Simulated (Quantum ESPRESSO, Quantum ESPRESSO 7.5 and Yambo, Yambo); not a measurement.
**A GW chain in Yambo: SiC (F-43m)**

Wanted: ground state, empty states, screening and self-energy for SiC (F-43m).

Program: Quantum ESPRESSO 7.5 and Yambo 5.3.0. Level of theory: PBE and many-body steps on it, plane waves. Results are calculated unless marked as measured.

**What was measured.**

- Gap 2.39 eV: band gap at cryogenic temperature; bulk crystal (literature value) (quoted in “Silicon carbide diodes for neutron detection”, 2020, arxiv:2009.14696).

- Gap 2.4 eV: Tauc optical (indirect) gap of annealed polycrystalline 3C-SiC; UV-VIS spectroscopic ellipsometry, Tauc analysis; film (CVD ultrathin polycrystalline film, annealed, about 5 nm grains) (“On-Demand CMOS-Compatible Fabrication of Ultrathin Self-Aligned SiC Nanowire Arrays”, 2018, pmc:6267454).

### 1. The starting structure

Symmetry: F-43m, No. 216, cubic system. The conventional cell has a = 4.358 Å, b = 4.358 Å, c = 4.358 Å, α = 90.00°, β = 90.00°, γ = 90.00°. Nearest to Si lie 4 C at 1.89 Å. Nearest to C lie 4 Si at 1.89 Å. Farther neighbours are not listed.

The cell and positions come from the Crystallography Open Database and are kept as given unless a step says otherwise.

### 2. Ground state

This step: Quantum ESPRESSO 7.5; DFT, PBE, plane waves, norm-conserving pseudopotentials.

The ground-state density comes first.

Contents of pw.in:

```
&control
  calculation = 'scf'
  prefix = 'x'
  outdir = 'o'
  pseudo_dir = 'pseudo'
/
&system
  ibrav = 0
  nat = 2
  ntyp = 2
  ecutwfc = 74.0
  nbnd = 9
  force_symmorphic = .true.
/
&electrons
  conv_thr = 1e-10
  electron_maxstep = 80
  mixing_beta = 0.5
/
ATOMIC_SPECIES
  Si 28.085 Si.upf
  C 12.011 C.upf
CELL_PARAMETERS angstrom
  -0.0000000000 2.1790000000 2.1790000000
  2.1790000000 0.0000000000 2.1790000000
  2.1790000000 2.1790000000 -0.0000000000
ATOMIC_POSITIONS crystal
  Si 0.0000000000 0.0000000000 0.0000000000
  C 0.2500000000 0.2500000000 0.2500000000
K_POINTS automatic
  8 8 8 0 0 0
```

The run is started by

```
$ OMP_NUM_THREADS=1 mpirun -n 8 pw.x -nk 8 -in pw.in > pw.out
```

Output:

```text
Program PWSCF v.7.5 starts

     This program is part of the open-source Quantum ESPRESSO suite
     for quantum simulation of materials; please cite
         "P. Giannozzi et al., J. Phys.:Condens. Matter 21 395502 (2009);
         "P. Giannozzi et al., J. Phys.:Condens. Matter 29 465901 (2017);
         "P. Giannozzi et al., J. Chem. Phys. 152 154105 (2020);
     in publications or presentations arising from this work. More details at
     Message from routine setup:
     using ibrav=0 with symmetry is DISCOURAGED, use correct ibrav instead

     G-vector sticks info

     bravais-lattice index     =            0
     lattice parameter (alat)  =       5.8233  a.u.
     unit-cell volume          =     139.6363 (a.u.)^3
     number of atoms/cell      =            2
     number of atomic types    =            2
     number of electrons       =         8.00
     number of Kohn-Sham states=            9
     kinetic-energy cutoff     =      74.0000  Ry
     charge density cutoff     =     296.0000  Ry
     scf convergence threshold =      1.0E-10
     mixing beta               =       0.5000
     number of iterations used =            8  plain     mixing
     Exchange-correlation= PBE
                           (   1   4   3   4   0   0   0)

     celldm(1)=   5.823326  celldm(2)=   0.000000  celldm(3)=   0.000000
     celldm(4)=   0.000000  celldm(5)=   0.000000  celldm(6)=   0.000000

     crystal axes: (cart. coord. in units of alat)
               a(1) = (  -0.000000   0.707107   0.707107 )
               a(2) = (   0.707107   0.000000   0.707107 )
               a(3) = (   0.707107   0.707107  -0.000000 )

     reciprocal axes: (cart. coord. in units 2 pi/alat)
               b(1) = ( -0.707107  0.707107  0.707107 )
               b(2) = (  0.707107 -0.707107  0.707107 )
               b(3) = (  0.707107  0.707107 -0.707107 )
     Pseudo is Norm-conserving + core correction, Zval =  4.0
     Generated using ONCVPSP code by D. R. Hamann
     Using radial grid of 1510 points,  6 beta functions with:
     Pseudo is Norm-conserving + core correction, Zval =  4.0
     Generated using ONCVPSP code by D. R. Hamann
     Using radial grid of 1248 points,  4 beta functions with:
     Si                4.00    28.08500     Si( 1.00)
     C                 4.00    12.01100     C ( 1.00)

     24 Sym. Ops. (no inversion) found

   Cartesian axes

     site n.     atom                  positions (alat units)
         1        Si     tau(   1) = (   0.0000000   0.0000000   0.0000000  )
         2        C      tau(   2) = (   0.3535534   0.3535534   0.3535534  )

     number of k points=    29
                       cart. coord. in units 2pi/alat
        k(    1) = (   0.0000000   0.0000000   0.0000000), wk =   0.0039062
        k(    2) = (   0.0883883   0.0883883  -0.0883883), wk =   0.0312500
        k(    3) = (   0.1767767   0.1767767  -0.1767767), wk =   0.0312500
        k(    4) = (   0.2651650   0.2651650  -0.2651650), wk =   0.0312500
        k(    5) = (  -0.3535534  -0.3535534   0.3535534), wk =   0.0156250
        k(    6) = (   0.1767767   0.0000000   0.0000000), wk =   0.0234375
        k(    7) = (   0.2651650   0.0883883  -0.0883883), wk =   0.0937500
        k(    8) = (   0.3535534   0.1767767  -0.1767767), wk =   0.0937500
        k(    9) = (  -0.2651650  -0.4419417   0.4419417), wk =   0.0937500
        k(   10) = (  -0.1767767  -0.3535534   0.3535534), wk =   0.0937500
     [... 17 further rows ...]
        k(   28) = (  -0.7071068   0.1767767  -0.0000000), wk =   0.0468750
        k(   29) = (  -0.7071068   0.3535534   0.0000000), wk =   0.0234375

     Dense  grid:    12039 G-vectors     FFT dimensions: (  32,  32,  32)

     Initial potential from superposition of free atoms

     starting charge       7.9993, renormalised to       8.0000
     Starting wfcs are    8 randomized atomic wfcs +    1 random wfcs

     per-process dynamical memory:    12.8 Mb

     Self-consistent Calculation

     iteration #  1     ecut=    74.00 Ry     beta= 0.50

     total energy              =     -20.43214715 Ry
     estimated scf accuracy    <       0.43896864 Ry

     iteration #  2     ecut=    74.00 Ry     beta= 0.50

     total energy              =     -20.53625388 Ry
     estimated scf accuracy    <       0.02291801 Ry

     iteration #  3     ecut=    74.00 Ry     beta= 0.50

     total energy              =     -20.53952146 Ry
     estimated scf accuracy    <       0.00318189 Ry

     iteration #  4     ecut=    74.00 Ry     beta= 0.50

     total energy              =     -20.53967056 Ry
     estimated scf accuracy    <       0.00027719 Ry

     iteration #  5     ecut=    74.00 Ry     beta= 0.50

     total energy              =     -20.53974169 Ry
     estimated scf accuracy    <       0.00000971 Ry

     iteration #  6     ecut=    74.00 Ry     beta= 0.50

     total energy              =     -20.53974431 Ry
     estimated scf accuracy    <       0.00000039 Ry

     iteration #  7     ecut=    74.00 Ry     beta= 0.50

     total energy              =     -20.53974433 Ry
     estimated scf accuracy    <       0.00000009 Ry

     iteration #  8     ecut=    74.00 Ry     beta= 0.50

     total energy              =     -20.53974435 Ry
     estimated scf accuracy    <          7.0E-10 Ry

     iteration #  9     ecut=    74.00 Ry     beta= 0.50

     total energy              =     -20.53974435 Ry
     estimated scf accuracy    <          2.5E-10 Ry

     iteration # 10     ecut=    74.00 Ry     beta= 0.50

     End of self-consistent calculation

          k = 0.0000 0.0000 0.0000 (  1459 PWs)   bands (ev):

    -5.9135   9.4961   9.4961   9.4961  15.7194  16.8073  16.8073  16.8073
    24.0247

          k = 0.0884 0.0884-0.0884 (  1468 PWs)   bands (ev):

    -5.6090   8.0101   9.2947   9.2947  15.9644  17.1576  17.1576  17.3274
    22.8086

          k = 0.1768 0.1768-0.1768 (  1489 PWs)   bands (ev):

    -4.7185   5.1994   8.8888   8.8888  15.4830  17.4074  17.4074  18.8439
    22.6373

          k = 0.2652 0.2652-0.2652 (  1498 PWs)   bands (ev):

     [... further k-points ...]

     highest occupied, lowest unoccupied level (ev):     9.4961   10.8574

!    total energy              =     -20.53974435 Ry
     estimated scf accuracy    <          1.1E-11 Ry

     The total energy is the sum of the following terms:
     one-electron contribution =       5.61545042 Ry
     hartree contribution      =       2.33399762 Ry
     xc contribution           =      -7.55797062 Ry
     ewald contribution        =     -20.93122177 Ry

     convergence has been achieved in  10 iterations

     XML data file, charge density, pseudopotentials, collected wavefunctions

=------------------------------------------------------------------------------=
   JOB DONE.
=------------------------------------------------------------------------------=
```

Elapsed: 2.1 s, on 8 MPI ranks of Intel Xeon 6975P-C (Granite Rapids), shared host; peak memory 0.43 GiB; 14 s of CPU time.

This step gave:

- total energy: -279.4575 eV
- gap: 1.361 eV
- k of the valence top: 0, 0, 0
- k of the conduction bottom: 0, -0.5, -0.5
- least direct gap: 4.553 eV

The gap is indirect, with the least direct gap 3.19 eV higher.

### 3. Bands along the symmetry lines

The cheap functional maps the bands first; the places of the edges decide which points the dearer methods must see.

Contents of pw.in:

```
&control
  calculation = 'bands'
  prefix = 'x'
  outdir = 'o'
  pseudo_dir = 'pseudo'
/
&system
  ibrav = 0
  nat = 2
  ntyp = 2
  ecutwfc = 74.0
  nbnd = 10
  force_symmorphic = .true.
/
&electrons
  conv_thr = 1e-9
  electron_maxstep = 80
  diago_full_acc = .true.
  diago_thr_init = 5e-6
/
ATOMIC_SPECIES
  Si 28.085 Si.upf
  C 12.011 C.upf
CELL_PARAMETERS angstrom
  -0.0000000000 2.1790000000 2.1790000000
  2.1790000000 0.0000000000 2.1790000000
  2.1790000000 2.1790000000 -0.0000000000
ATOMIC_POSITIONS crystal
  Si 0.0000000000 0.0000000000 0.0000000000
  C 0.2500000000 0.2500000000 0.2500000000
K_POINTS crystal
  50
  0.00000000 0.00000000 0.00000000 1
  -0.06250000 -0.06250000 0.00000000 1
  -0.12500000 -0.12500000 0.00000000 1
  -0.18750000 -0.18750000 0.00000000 1
  -0.25000000 -0.25000000 0.00000000 1
  -0.31250000 -0.31250000 0.00000000 1
  -0.37500000 -0.37500000 0.00000000 1
  -0.43750000 -0.43750000 0.00000000 1
  -0.50000000 -0.50000000 0.00000000 1
  -0.48437500 -0.48437500 0.03125000 1
  -0.46875000 -0.46875000 0.06250000 1
  -0.45312500 -0.45312500 0.09375000 1
  -0.43750000 -0.43750000 0.12500000 1
  -0.42187500 -0.42187500 0.15625000 1
  -0.40625000 -0.40625000 0.18750000 1
  -0.39062500 -0.39062500 0.21875000 1
  -0.37500000 -0.37500000 0.25000000 1
  -0.37500000 0.00000000 0.37500000 1
  -0.32812500 0.00000000 0.32812500 1
  -0.28125000 0.00000000 0.28125000 1
  -0.23437500 0.00000000 0.23437500 1
  -0.18750000 0.00000000 0.18750000 1
  -0.14062500 0.00000000 0.14062500 1
  -0.09375000 0.00000000 0.09375000 1
  -0.04687500 0.00000000 0.04687500 1
  0.00000000 0.00000000 0.00000000 1
  0.00000000 0.00000000 0.06250000 1
  0.00000000 0.00000000 0.12500000 1
  0.00000000 0.00000000 0.18750000 1
  0.00000000 0.00000000 0.25000000 1
  0.00000000 0.00000000 0.31250000 1
  0.00000000 0.00000000 0.37500000 1
  0.00000000 0.00000000 0.43750000 1
  0.00000000 0.00000000 0.50000000 1
  -0.06250000 -0.03125000 0.46875000 1
  -0.12500000 -0.06250000 0.43750000 1
  -0.18750000 -0.09375000 0.40625000 1
  -0.25000000 -0.12500000 0.37500000 1
  -0.31250000 -0.15625000 0.34375000 1
  -0.37500000 -0.18750000 0.31250000 1
  -0.43750000 -0.21875000 0.28125000 1
  -0.50000000 -0.25000000 0.25000000 1
  -0.50000000 -0.28125000 0.21875000 1
  -0.50000000 -0.31250000 0.18750000 1
  -0.50000000 -0.34375000 0.15625000 1
  -0.50000000 -0.37500000 0.12500000 1
  -0.50000000 -0.40625000 0.09375000 1
  -0.50000000 -0.43750000 0.06250000 1
  -0.50000000 -0.46875000 0.03125000 1
  -0.50000000 -0.50000000 0.00000000 1
```

Output:

```text
[banner, memory and clock lines left out]
Program PWSCF v.7.5 starts

     Atomic positions and unit cell read from directory:
     o/x.save/

     Message from routine setup:
     using ibrav=0 with symmetry is DISCOURAGED, use correct ibrav instead

     G-vector sticks info

     bravais-lattice index     =            0
     lattice parameter (alat)  =       5.8233  a.u.
     unit-cell volume          =     139.6363 (a.u.)^3
     number of atoms/cell      =            2
     number of atomic types    =            2
     number of electrons       =         8.00
     number of Kohn-Sham states=           10
     kinetic-energy cutoff     =      74.0000  Ry
     charge density cutoff     =     296.0000  Ry
     Exchange-correlation= PBE
                           (   1   4   3   4   0   0   0)

     celldm(1)=   5.823326  celldm(2)=   0.000000  celldm(3)=   0.000000
     celldm(4)=   0.000000  celldm(5)=   0.000000  celldm(6)=   0.000000

     crystal axes: (cart. coord. in units of alat)
               a(1) = (  -0.000000   0.707107   0.707107 )
               a(2) = (   0.707107   0.000000   0.707107 )
               a(3) = (   0.707107   0.707107  -0.000000 )

     reciprocal axes: (cart. coord. in units 2 pi/alat)
               b(1) = ( -0.707107  0.707107  0.707107 )
               b(2) = (  0.707107 -0.707107  0.707107 )
               b(3) = (  0.707107  0.707107 -0.707107 )
     Pseudo is Norm-conserving + core correction, Zval =  4.0
     Generated using ONCVPSP code by D. R. Hamann
     Using radial grid of 1510 points,  6 beta functions with:
     Pseudo is Norm-conserving + core correction, Zval =  4.0
     Generated using ONCVPSP code by D. R. Hamann
     Using radial grid of 1248 points,  4 beta functions with:
     Si                4.00    28.08500     Si( 1.00)
     C                 4.00    12.01100     C ( 1.00)

     24 Sym. Ops. (no inversion) found

   Cartesian axes

     site n.     atom                  positions (alat units)
         1        Si     tau(   1) = (   0.0000000   0.0000000   0.0000000  )
         2        C      tau(   2) = (   0.3535534   0.3535534   0.3535534  )

     number of k points=    50
                       cart. coord. in units 2pi/alat
        k(    1) = (   0.0000000   0.0000000   0.0000000), wk =   0.0400000
        k(    2) = (   0.0000000   0.0000000  -0.0883883), wk =   0.0400000
        k(    3) = (   0.0000000   0.0000000  -0.1767767), wk =   0.0400000
[...]
[... 38 further rows ...]
        k(   49) = (   0.0441942  -0.0000000  -0.7071068), wk =   0.0400000
        k(   50) = (   0.0000000   0.0000000  -0.7071068), wk =   0.0400000

     Dense  grid:    12039 G-vectors     FFT dimensions: (  32,  32,  32)

     The potential is recalculated from file :
     o/x.save/charge-density

     Starting wfcs are    8 randomized atomic wfcs +    2 random wfcs

     Band Structure Calculation

     End of band structure calculation

          k = 0.0000 0.0000 0.0000 (  1459 PWs)   bands (ev):

    -5.9135   9.4961   9.4961   9.4961  15.7194  16.8074  16.8074  16.8074
    24.0247  24.0247

          k = 0.0000 0.0000-0.0884 (  1463 PWs)   bands (ev):

    -5.8116   9.1779   9.2976   9.2976  15.9821  16.5572  17.0972  17.0972
    22.7759  24.1392

          k = 0.0000 0.0000-0.1768 (  1483 PWs)   bands (ev):

    -5.5074   8.3793   8.7981   8.7981  15.6821  16.7096  17.8632  17.8632
    21.0093  24.4815

          k = 0.0000 0.0000-0.2652 (  1483 PWs)   bands (ev):

[...]
k =-0.0000-0.0000-0.4419 (  1495 PWs)   bands (ev):

[...]
k =-0.0000-0.0000-0.6187 (  1508 PWs)   bands (ev):

[...]
k = 0.5303-0.0000-0.5303 (  1514 PWs)   bands (ev):

[...]
k = 0.3977-0.0000-0.3977 (  1496 PWs)   bands (ev):

[...]
k = 0.2652-0.0000-0.2652 (  1502 PWs)   bands (ev):

[...]
k = 0.0000 0.0000 0.0000 (  1459 PWs)   bands (ev):

[...]
k = 0.1326 0.0000-0.7071 (  1510 PWs)   bands (ev):

[...]
k = 0.0884-0.0000-0.7071 (  1518 PWs)   bands (ev):

[...]
k = 0.0442-0.0000-0.7071 (  1516 PWs)   bands (ev):

    -0.8889   1.7141   6.2251   6.2343  10.9909  13.9495  23.3378  23.5034
    24.1814  29.2234

          k = 0.0000 0.0000-0.7071 (  1524 PWs)   bands (ev):

    -0.8969   1.6936   6.3045   6.3045  10.8574  13.8294  23.4966  23.4966
    24.2654  29.5334

     XML data file, pseudopotentials, collected wavefunctions
```

Elapsed: 1.5 s, on 8 MPI ranks; peak memory 0.05 GiB.

This step gave:

| Property | Result |
| --- | --- |
| gap | 1.361 eV |
| k of the valence top | 0, 0, 0 |
| k of the conduction bottom | -0.5, -0.5, 0 |
| least direct gap | 4.553 eV |

The gap is 1.361 eV, as in the run before at this level.

The electronic bands at the labelled points (eV, zero at the top of the highest filled band; v1 is the highest filled band, c1 the lowest empty one):

```csv
point,v4,v3,v2,v1,c1,c2,c3,c4
Γ,-15.41,0.00,0.00,0.00,6.22,7.31,7.31,7.31
halfway,-13.81,-3.35,-1.94,-1.94,4.06,6.35,10.58,10.58
X,-10.39,-7.80,-3.19,-3.19,1.36,4.33,14.00,14.00
halfway,-10.34,-7.64,-4.23,-3.04,2.10,5.31,13.33,13.54
U,-10.39,-7.28,-5.55,-2.60,3.11,7.78,11.84,12.45
jump to K,-10.39,-7.28,-5.55,-2.60,3.11,7.78,11.84,12.45
halfway,-13.64,-4.48,-2.93,-0.54,6.77,7.84,8.25,9.05
Γ,-15.41,0.00,0.00,0.00,6.22,7.31,7.31,7.31
halfway,-14.21,-4.30,-0.61,-0.61,5.99,7.91,7.91,9.35
L,-11.84,-8.54,-1.05,-1.05,5.43,7.23,7.23,10.05
halfway,-11.20,-7.83,-3.71,-2.26,5.25,7.28,10.15,11.00
W,-10.16,-7.03,-4.99,-4.69,5.21,9.44,9.45,9.79
halfway,-10.28,-7.49,-4.07,-4.05,3.06,6.02,11.94,13.32
X,-10.39,-7.80,-3.19,-3.19,1.36,4.33,14.00,14.00
```

The electronic bands as a text plot (rows in eV, shown from -8.0 to 7.4 only):

```
    7.0 |+++++           +      ++++++++        +++++++
    6.4 |++++ ++                     +++++++
    5.8 |       ++      +     ++            +++++ ++++       +
    5.1 |    +    +    +    ++                   +    ++++++  +
    4.5 |          ++++                                     +  ++
    3.8 |     ++           +
    3.2 |       ++        +                                  +
    2.6 |               ++                                    +
    1.9 |         +   ++                                       +
    1.3 |          +++                                          +
    0.6 |
    0.0 |**                      **********
   -0.6 |  **                   *  ***  *  *****
   -1.3 |  ***              ****         **     *****
   -1.9 |    ***           *     ****               **
   -2.6 |       ***      **                *         **
   -3.2 |     **   ******       ***                    *       **
   -3.8 |                     **                      * *    **
   -4.5 |       **     **       *           *          * ****
   -5.1 |                *  **                          ****
   -5.8 |         *       **  **             **
   -6.4 |                   **
   -7.0 |          **     **                   *        *****
   -7.7 |            *****                            **     ****
         Γ           X  U|K            Γ         L        W     X
```

[end of part 1 of 3]

[Paths, hosts, dates, memory and timing lines, banners, echoed tables and standing remarks are left out of the program output.]

[Logs are printed without paths, hosts, clocks, repeated set-up lines and the standing remarks that a program may print on its own settings, such as how far it seeks lower states.]

[Runs of the session that timed out or met a known fault of the program may be left out.]

[Hosts, paths, dates, database ids (printed as entryN), source tags and the programs' standing remarks are cut or masked in the printed files.]
